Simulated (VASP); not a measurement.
Input of a VASP 6.6.1 run:

Contents of INCAR:

```
SYSTEM = H6C3F4
  ALGO = Normal
  EDIFF = 1E-7
  ENCUT = 520
  GGA = PE
  ISIF = 2
  ISMEAR = -1
  IVDW = 12
  LASPH = .TRUE.
  LCHARG = .FALSE.
  LREAL = Auto
  LWAVE = .FALSE.
  NBANDS = 94
  NELM = 60
  PREC = Accurate
  SIGMA = 0.02
```

KPOINTS

```
k-points
0
G
  1 1 1
  0 0 0
```

Contents of POSCAR:

```
H6C3F4
1.0
    8.9365910000      0.0000000000      0.0000000000
    0.0000000000      8.9365910000      0.0000000000
    0.0000000000      0.0000000000      8.9365910000
C H F
9 18 12
Direct
    0.1767464746      0.0287110695      0.3550597617
    0.3300165562      0.0642693223      0.2882301806
    0.9915474560      0.2654445920      0.9169309769
    0.8408748019      0.1865567795      0.8999585714
    0.6301743873      0.5756834528      0.9941283244
    0.6290599569      0.5729274883      0.8234268587
    0.0943869540      0.7881746829      0.9125795526
    0.8539774317      0.3237287477      0.3992080960
    0.7476354608      0.7883876577      0.4414889725
    0.1300673724      0.1273097711      0.4109048897
    0.0964367588     -0.0060212239      0.2685939111
    0.1827386608     -0.0612484453      0.4388672655
    0.3804680475     -0.0343032749      0.2345826666
    0.3218075911      0.1528063820      0.2029657924
    0.4081166935      0.1036170479      0.3747543306
    0.9789227852      0.3875545479      0.9108905074
    1.0444394507      0.2390088524      1.0248457622
    1.0701808827      0.2323609183      0.8282654168
    0.8526529097      0.0644009836      0.9062747164
    0.7622310368      0.2206104695      0.9881350865
    0.7887176762      0.2128351525      0.7918712723
    0.6303393726      0.6912102962      1.0366162896
    0.5319071634      0.5186972562      1.0412138870
    0.7303622640      0.5199752669      1.0385869497
    0.6282368436      0.4581296086      0.7793680558
    0.5307745429      0.6310667458      0.7773623900
    0.7283343946      0.6287431609      0.7783782714
    0.1311654646      0.6431698392      0.9113137685
    0.0153401407      0.8204593932      0.7898942094
    0.0120592726      0.8175874935      1.0340051112
    0.2187062407      0.8712725006      0.9147318380
    0.8575397612      0.1988618022      0.3171513021
    0.9900731434      0.3531385267      0.4546760099
    0.8105615914      0.4375699000      0.3129038601
    0.7578013769      0.3062412257      0.5124943389
    0.6436702979      0.6809962297      0.4334674699
    0.8646017730      0.7528548089      0.3553856987
    0.6888877447      0.9178820442      0.3954446543
    0.7938894672      0.8027260275      0.5829274836
```

Potentials or basis: VASP PAW PBE potentials, release 64 (C, H, F).

The run is started by

```console
$ cat potpaw_PBE.64/C/POTCAR potpaw_PBE.64/H/POTCAR potpaw_PBE.64/F/POTCAR > POTCAR
$ mpirun -np 1 vasp_gam > vasp.out
```

(1) What does it give for the pressure?

(2) Predict the dispersion energy per atom.

(3) Estimate the band gap on the k mesh.

(4) Predict the largest force.

## Answers

(1) 0.4 GPa.

(2) -0.024 eV.

(3) 6.54 eV, direct.

(4) 0.465 eV/Å.
